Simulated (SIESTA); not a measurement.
## BaTiO3 (Barioperovskite) under changes of volume

One of the cells (13.125 Å³/atom); the others are scaled copies at fixed shape and fractional positions:

```
Ba Ti O
1.0
     4.01189    0.00000    0.00000
     0.00000    2.85569    2.86399
     0.00000   -2.85569    2.86399
Ba Ti O
1 1 3
Direct
  0.00000 0.00000 0.00000
  0.50000 0.51240 0.51240
  0.50000 0.99184 0.50524
  0.50000 0.50524 0.99184
  0.00000 0.48740 0.48740
```

* Program: SIESTA 5.4.2
* Functional: PBEsol
* Potentials or basis: PseudoDojo 0.4 standard (PBEsol files)
* Basis: DZP (energy shift 0.003 Ry; two zetas on semicore shells; d shell added on Ba)
* Grid cutoff: 800 Ry
* Energy shift: 0.003 Ry
* k mesh: 7 × 7 × 7
* Occupations: fermi-dirac, width 0.05 eV
* Spin: no spin polarisation

| volume (Å³/atom) | energy over the lowest point (meV/atom) | pressure (GPa) | gap on the mesh (eV) | largest force (eV/Å) |
| --- | --- | --- | --- | --- |
| 12.095 | 19.03 | 10.3 | 1.95 | 0.292 |
| 12.353 | 6.09 | 5.9 | 1.91 | 0.239 |
| 12.610 | 0.00 | 1.8 | 1.87 | 0.229 |
| 13.125 | 5.47 | -5.0 | 1.79 | 0.311 |
| 13.382 | ? | ? | ? | ? |
| 13.639 | 30.53 | -10.4 | 1.71 | 0.435 |

**Question.** What does the run at 13.382 Å³/atom give?

**Answer.** Energy over the lowest point 15.84 meV/atom; pressure -7.8 GPa; gap on the mesh 1.75 eV; largest force 0.369 eV/Å.

Worked out: A Birch-Murnaghan fit of order 3 (a polynomial in V^(-2/3)) to the other rows has its minimum at 12.74 Å³/atom with B0 = V·E''(V) = 178 GPa and B' = 4.4 at fixed shape and positions, which overstates the stiffness. It gives 15.81 meV/atom at 13.382 Å³/atom, against the run's 15.84, and -dE/dV = -7.9 GPa, against -7.8. A straight line through the other rows of the gap, of slope -2 eV per unit of ln V, gives 1.75 eV, against the run's 1.75.

Energies are extrapolated to zero smearing.

Caveats: this set's barium file shifts pressures by up to 1 GPa against other sets; spin-orbit coupling is left out, which moves the levels of the heavy elements; an odd mesh through Γ misses points on the zone boundary, where band edges often lie; the basis of atomic orbitals isn't converged, which shifts pressures, moduli and gaps.
